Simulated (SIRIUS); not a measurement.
# C (P4/mmm) in SIRIUS: a series of runs, part 2 of 3

SIRIUS 7.10.0.

## (3) Single point, PBE

sirius.json

```json
{
  "control": {
    "processing_unit": "cpu",
    "verbosity": 2,
    "num_bands_to_print": 8,
    "print_forces": true,
    "print_stress": true
  },
  "parameters": {
    "electronic_structure_method": "pseudopotential",
    "xc_functionals": ["XC_GGA_X_PBE", "XC_GGA_C_PBE"],
    "gk_cutoff": 9.1,
    "pw_cutoff": 18.2,
    "ngridk": [6, 6, 20],
    "shiftk": [0, 0, 0],
    "smearing": "fermi_dirac",
    "smearing_width": 0.0018374661,
    "num_bands": 8,
    "num_mag_dims": 0,
    "num_dft_iter": 100,
    "energy_tol": 1e-08,
    "density_tol": 1e-06
  },
  "iterative_solver": {
    "type": "davidson",
    "min_tolerance": 1e-09,
    "tolerance_scale": [0.1, 0.25]
  },
  "mixer": {
    "type": "anderson",
    "beta": 0.7,
    "max_history": 8
  },
  "settings": {
    "tol_ne": 1e-10,
    "pseudo_grid_cutoff": 6.5
  },
  "unit_cell": {
    "lattice_vectors": [
      [1.0, 0.0, 0.0],
      [0.0, 1.0, 0.0],
      [0.0, 0.0, 0.301348712272]
    ],
    "lattice_vectors_scale": 8.0411059137,
    "atom_coordinate_units": "lattice",
    "atom_types": ["C"],
    "atom_files": {
      "C": "C.json"
    },
    "atoms": {
      "C": [
        [0.5, 0.5, 0.5]
      ]
    }
  }
}
```

Potentials or basis: PseudoDojo 0.4.1 PBE standard (scalar relativistic).

On the command line:

```console
> upf_to_json C.upf
> OMP_NUM_THREADS=1 sirius.scf --input=sirius.json --output=out.json --task=0
```

Standard output:

```text
[info] SIRIUS version : 7.10.0
[info] number of MPI ranks           : 1
[info] MPI grid                      : 1 1
[info] maximum number of OMP threads : 1
[fft] FFT context for density and potential
[fft] =====================================
[fft]   comm size                             : 1
[fft]   plane wave cutoff                     : 18.2
[fft]   grid size                             : 50 50 18   total : 45000
[fft]   grid limits                           : -24 25   -24 25   -8 9
[fft]   number of G-vectors within the cutoff : 7946
[fft]   local number of G-vectors             : 7946
[fft]   number of G-shells                    : 1222
[fft] FFT context for coarse grid
[fft] =====================================
[fft]   comm size                             : 1
[fft]   plane wave cutoff                     : 18.2
[fft]   grid size                             : 50 50 18   total : 45000
[fft]   grid limits                           : -24 25   -24 25   -8 9
[fft]   number of G-vectors within the cutoff : 7946
[fft]   local number of G-vectors             : 7946
[fft]   number of G-shells                    : 1222
[unit cell] lattice vectors
[unit cell]   a1 :       8.0411059137      0.0000000000      0.0000000000
[unit cell]   a2 :       0.0000000000      8.0411059137      0.0000000000
[unit cell]   a3 :       0.0000000000      0.0000000000      2.4231769123
[unit cell] reciprocal lattice vectors
[unit cell]   b1 :       0.7813832294      0.0000000000      0.0000000000
[unit cell]   b2 :       0.0000000000      0.7813832294      0.0000000000
[unit cell]   b3 :       0.0000000000      0.0000000000      2.5929536037
[unit cell] unit cell volume :       156.68112724 [a.u.^3]
[unit cell] 1/sqrt(omega)    :         0.07988986
[unit cell] MT volume        :         0.00000000 ( 0.00%)
[unit cell] IT volume        :       156.68112724 (100.00%)
[unit cell] number of atom types : 1
[unit cell] type id : 0 symbol :  C mt_radius :  12.470000 num_atoms : 1
[unit cell] total number of atoms : 1
[unit cell] number of symmetry classes : 1
[unit cell] number of PAW atoms : 0
[unit cell] atom id  type id  class id             position                      vector_field
[unit cell] ------------------------------------------------------------------------------------------
[unit cell]      0        0        0      0.50000   0.50000   0.50000      0.00000   0.00000   0.00000
[unit cell] atom id         position (Cartesian, a.u.)
[unit cell] ---------------------------------------------
[unit cell]      0       4.020553    4.020553    1.211588
[unit cell] class id : 0 atom id : 0
[unit cell] minimum bond length:     2.423177
[unit cell] total number of pseudo wave-functions: 4
[sym] space group number   : 123
[sym] international symbol : P4/mmm
[sym] Hall symbol          : -P 4 2
[sym] space group transformation matrix :
[sym]   1.0000  0.0000  0.0000
[sym]   0.0000  1.0000  0.0000
[sym]   0.0000  0.0000  1.0000
[sym] space group origin shift :
[sym]   0.0000  0.0000  0.0000
[sym] number of space group operations  : 16
[sym] number of magnetic group operations : 16
[sym] metric tensor error: 0.0000e+00
[sym] rotation matrix error: 2.2204e-16
[sym] symmetry operations
[... list of symmetry operations ...]
[atom type] label          : C
[atom type] --------------------------------------------------------------------------------
[atom type] symbol         : C
[atom type] name           :
[atom type] zn             : 4
[atom type] mass           : 0
[atom type] mt_radius      : 12.47
[atom type] num_mt_points  : 1248
[atom type] grid_origin    : 0
[... 224 lines left out ...]
[find] +------------------------------+
[find] | SCF iteration   9 out of 100|
[find] +------------------------------+
[diagonalize] iterative solver tolerance (occupied, empty): 3.54074e-09 3.54074e-09
[diagonalize] average number of iterations: 2.29091
[diagonalize] Lowest band energies
[diagonalize] ik:    0   -0.631172   -0.221263   -0.221263    0.107779    0.268264    0.435991    0.435991    0.475858
[diagonalize] ik:    1   -0.630846   -0.225065   -0.220926    0.120477    0.267364    0.396995    0.407889    0.526958
[diagonalize] ik:    2   -0.630189   -0.232279   -0.220246    0.153746    0.244070    0.362357    0.412668    0.569799
[diagonalize] ik:    3   -0.629858   -0.235713   -0.219903    0.198007    0.199163    0.350212    0.460406    0.496639
[diagonalize] ik:    4   -0.630524   -0.224947   -0.224339    0.132484    0.272023    0.337217    0.468815    0.506914
[diagonalize] ...
[diagonalize] ik:  105   -0.366473    0.286074    0.377184    0.379253    0.797436    0.828901    0.977106    0.992552
[diagonalize] ik:  106   -0.366456    0.286638    0.376234    0.379349    0.789143    0.830900    0.997103    1.001582
[diagonalize] ik:  107   -0.366441    0.287138    0.377399    0.377428    0.801019    0.808130    1.004251    1.026212
[diagonalize] ik:  108   -0.366424    0.287685    0.376480    0.377528    0.795618    0.807971    1.013287    1.045555
[diagonalize] ik:  109   -0.366407    0.288222    0.376603    0.376603    0.799190    0.799190    1.023277    1.028658
[find] Charges and magnetic moments
[find] --------------------------------------------------------------------------------
[find] total charge          : 4.000000
[find] Energy
[find] --------------------------------------------------------------------------------
[find] valence_eval_sum               :      -1.34195251
[find] <rho|V^{XC}>                   :      -2.28035934
[find] <rho|E^{XC}>                   :      -2.09768441
[find] <mag|B^{XC}>                   :       0.00000000
[find] <rho|V^{H}>                    :       6.65680546
[find] one-electron contribution      :      -5.71839864 (Ha),     -11.43679727 (Ry)
[find] hartree contribution           :       3.32840273
[find] xc contribution                :      -2.09768441
[find] ewald contribution             :      -1.49870868
[find] PAW contribution               :       0.00000000
[find] smearing (-TS)                 :      -0.00024702
[find] SCF correction                 :       0.00000108
[find] Total energy                   :      -5.98638792 (Ha),     -11.97277584 (Ry)
[find] Free energy (E-TS)             :      -5.98663495 (Ha),     -11.97326989 (Ry)
[find] band gap (eV)                  :       0.00000000
[find] Efermi                         :      -0.03158984
[find] iteration : 9, RMS : 1.677729749376e-07, energy difference : 4.955520438443e-10
[find] Hartree energy of density residual : 1.371356150051e-12
[find] bands are converged : true
[find] iterative solver converged : true
[find] converged after 10 SCF iterations!
[find] Charges and magnetic moments
[find] --------------------------------------------------------------------------------
[find] total charge          : 4.000000
[find] Energy
[find] --------------------------------------------------------------------------------
[find] valence_eval_sum               :      -1.34195251
[find] <rho|V^{XC}>                   :      -2.28035934
[find] <rho|E^{XC}>                   :      -2.09768441
[find] <mag|B^{XC}>                   :       0.00000000
[find] <rho|V^{H}>                    :       6.65680546
[find] one-electron contribution      :      -5.71839864 (Ha),     -11.43679727 (Ry)
[find] hartree contribution           :       3.32840273
[find] xc contribution                :      -2.09768441
[find] ewald contribution             :      -1.49870868
[find] PAW contribution               :       0.00000000
[find] smearing (-TS)                 :      -0.00024702
[find] SCF correction                 :       0.00000108
[find] Total energy                   :      -5.98638792 (Ha),     -11.97277584 (Ry)
[find] Free energy (E-TS)             :      -5.98663495 (Ha),     -11.97326989 (Ry)
[find] band gap (eV)                  :       0.00000000
[find] Efermi                         :      -0.03158984
[ground_state] === stress tensor components [kbar] ===
[ground_state] === stress_kin ===
[ground_state] -5646.029969    0.000000   -0.000000
[ground_state]     0.000000-5646.029969    0.000000
[ground_state]    -0.000000    0.000000-4195.980781
[ground_state] === stress_har ===
[ground_state]    -3.143681    0.000000    0.000000
[ground_state]     0.000000   -3.143681    0.000000
[ground_state]     0.000000    0.000000-6243.666160
[ground_state] === stress_ewald ===
[ground_state]  6199.344415    0.000000   -0.000000
[ground_state]     0.000000 6199.344415   -0.000000
[ground_state]    -0.000000   -0.000000-9584.468205
[ground_state] === stress_vloc ===
[ground_state] -2177.819592    0.000000   -0.000000
[ground_state]     0.000000-2177.819592   -0.000000
[ground_state]    -0.000000   -0.00000018378.316832
[ground_state] === stress_xc ===
[ground_state]   414.199839    0.000000   -0.000000
[ground_state]     0.000000  414.199839    0.000000
[ground_state]    -0.000000    0.000000  346.727812
[ground_state] === stress_core ===
[ground_state]   752.051228    0.000000   -0.000000
[ground_state]     0.000000  752.051228   -0.000000
[ground_state]    -0.000000   -0.000000  780.542891
[ground_state] === stress_nonloc ===
[ground_state]   465.935035    0.000000    0.000000
[ground_state]     0.000000  465.935035    0.000000
[ground_state]     0.000000    0.000000  509.715565
[ground_state] === stress_us_nl ===
[ground_state]   465.935035    0.000000    0.000000
[ground_state]     0.000000  465.935035    0.000000
[ground_state]     0.000000    0.000000  509.715565
[ground_state] === stress_total ===
[ground_state]     4.537274    0.000000   -0.000000
[ground_state]     0.000000    4.537274   -0.000000
[ground_state]    -0.000000   -0.000000   -8.812046
[ground_state] ==== total Forces in Ha/bohr =====
[ground_state] atom:    0, force:       0.0000000      0.0000000      0.0000000
[... 8 lines left out ...]
[ground_state] ==== Ewald forces from ions =====
[ground_state] atom:    0, force:       0.0000000      0.0000000      0.0000000
[~DFT_ground_state] local op. applied: 23881
[~DFT_ground_state] evp. work count: 13223
[~DFT_ground_state] number of iterative solver steps: 3600
```

Wall time 23 s (1 thread of Arm Neoverse V2, shared host); peak memory 0.29 GiB.

Results:

```yaml
Free_energy: -162.9046 eV
Pressure: 0.0 GPa
Band_gap_on_the_k_mesh: none (metal or under the smearing width)
```

Stress tensor (GPa, compression positive):
```
-0.45  0.00  0.00
 0.00 -0.45  0.00
 0.00  0.00  0.88
```

## (4) Single point, PBEsol

sirius.json, as its differences from that of step 3:

```diff
@@ -10,3 +10,3 @@
     "electronic_structure_method": "pseudopotential",
-    "xc_functionals": ["XC_GGA_X_PBE", "XC_GGA_C_PBE"],
+    "xc_functionals": ["XC_GGA_X_PBE_SOL", "XC_GGA_C_PBE_SOL"],
     "gk_cutoff": 9.1,
@@ -39,7 +39,6 @@
     "lattice_vectors": [
-      [1.0, 0.0, 0.0],
-      [0.0, 1.0, 0.0],
-      [0.0, 0.0, 0.301348712272]
+      [8.041105913724, 0.0, 0.0],
+      [0.0, 8.041105913724, 0.0],
+      [0.0, 0.0, 2.423176912346]
     ],
-    "lattice_vectors_scale": 8.0411059137,
     "atom_coordinate_units": "lattice",
```

On the command line:

```console
> upf_to_json C.upf
> OMP_NUM_THREADS=1 sirius.scf --input=sirius.json --output=out.json --task=0
```

It took 23 s on 1 thread of Arm Neoverse V2, shared host; peak memory 0.29 GiB.

It converged, with:

```yaml
Free_energy: -162.2515 eV
Pressure: -0.2 GPa
Band_gap_on_the_k_mesh: none (metal or under the smearing width)
```

Stress tensor (GPa, compression positive):
```
-0.51  0.00  0.00
 0.00 -0.51  0.00
 0.00  0.00  0.51
```

Caveat: the potentials were made for another functional, which shifts forces and pressure.

[end of part 2 of 3]
